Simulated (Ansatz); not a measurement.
## Y: frozen-core PAW against all-electron methods

```
Y
1.0
     3.26580    0.00000    0.00000
     0.00000    3.26580    0.00000
     0.00000    0.00000    3.26580
Y
1
Cartesian
  0.0000 0.0000 0.0000
```

The conventional cell has a = 3.266 Å, b = 3.266 Å, c = 3.266 Å, α = 90.00°, β = 90.00°, γ = 90.00°. Around Y (atom 1) lie 6 Y at 3.27 Å.

The structure comes from a relaxation in the same program, started in the sc type, and has space group Pm-3m. Whether it is a known phase or the ground state wasn't checked.

Spin polarisation is left out, and whether a magnetic state lies lower isn't shown here.

Methods: DFT, PBE, PAW with Ansatz's default frozen-core files, scalar-relativistic (Ansatz 0.2.0); DFT, PBE, all-electron PAW with datasets made for the crystal, scalar-relativistic (Ansatz 0.2.0); DFT, PBE, all-electron LAPW, scalar-relativistic (Ansatz 0.2.0).

For PAW: a Γ-centred 11×11×11 k mesh, Fermi–Dirac smearing of 0.08 eV, cutoff 420 eV, no spin polarisation. The crystal-made all-electron datasets (AE datasets) take a cutoff of 200 eV at this cell. LAPW targets a basis error of 1 meV/atom. The Ansatz runs share mesh, smearing and spin set-up. Plane-wave (PAW) pressures include the program's estimate of the Pulay term.

Stress and pressure are positive in compression.

Levels count from the Fermi level.

```tsv
quantity	PAW	AE datasets	LAPW
pressure (GPa)	0.01	0.01	0.01
highest filled level at X (eV)	-0.016	-0.016	-0.016
lowest empty level at X (eV)	0.093	0.094	0.094
highest filled level at Γ (eV)	-0.607	-0.607	-0.607
lowest empty level at Γ (eV)	5.181	5.181	5.181
highest filled level at R (eV)	-0.563	-0.563	-0.563
lowest empty level at R (eV)	5.571	5.571	5.571
```

PAW's pressure differs from the LAPW value by about 0.01 GPa or less.
